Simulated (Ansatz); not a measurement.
Runs of Ansatz 0.2.0 on WC (Qusongite). Symmetry: P-6m2, No. 187, hexagonal system. The conventional cell has a = 2.907 Å, b = 2.907 Å, c = 2.837 Å, α = 90.00°, β = 90.00°, γ = 120.00°. W (site symmetry -6m2) is surrounded by 6 C at 2.20 Å. C (site symmetry -6m2) has 6 W at 2.20 Å as nearest neighbours. 

```csv
task,level,cutoff (eV),points for each segment of the path,gap on the mesh (eV),pressure (GPa),V0 of scaled cells (Å³/atom),B0 (GPa)
equation of state,r2SCAN,500,-,-,-,(a),406
band structure,r2SCAN,500,14,none,1.4,-,-
band structure,LDA,420,14,none,(b),-,-
equation of state,LDA,420,-,-,-,10.13,426
band structure,PBE,420,14,none,5.6,-,-
```

Alike in all rows: potentials or basis Ansatz PAW; no spin polarisation; cell as given; k mesh 10 × 10 × 9; smearing fermi-dirac 0.05 eV.

Estimate the missing entries.

(a) 10.41; (b) -9.8.

Caveats: spin-orbit coupling is left out, which moves the levels of the heavy elements (some runs); the cell was scaled at fixed shape and fractional positions, which overstates the stiffness of a crystal with free parameters, most of all of layers and chains (some runs); the PAW data sets come from PBE, with cores solved anew for the run's functional, which leaves a small shift of forces and pressure (some runs); the PAW data sets were made with another functional, which shifts forces and pressure a little (some runs).

A k mesh can miss the band edges, and the runs leave out spin-orbit coupling on W.

A gap of «none» marks a metal or a gap under the smearing width.
